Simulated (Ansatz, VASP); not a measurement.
## Two plane-wave programs on Al

```
CELL_PARAMETERS angstrom
-1.53810 1.53810 1.53810
1.53810 -1.53810 1.53810
1.53810 1.53810 -1.53810
ATOMIC_POSITIONS crystal
Al 0.00000 0.00000 0.00000
```

Alike in both runs: functional LDA; k mesh 13 × 13 × 13; no spin polarisation.

Ansatz relaxed the structure, and its values are those at the end. VASP's run is a single point on that final structure, the one shown.

|  | VASP | Ansatz |
| --- | --- | --- |
| version | VASP 6.6.1 | Ansatz 0.2.0 |
| potentials or method | VASP PAW LDA potentials, release 64 (Al) | plane waves, PAW |
| plane-wave cutoff (eV) | 520 | 420 |
| occupations | methfessel-paxton of order 1, width 0.15 eV | cold, width 0.15 eV |
| valence electrons in the cell | 3 | 3 |

Ansatz gave:

* pressure (GPa): 10.0

Estimate VASP's values.

pressure (GPa): 10.2.
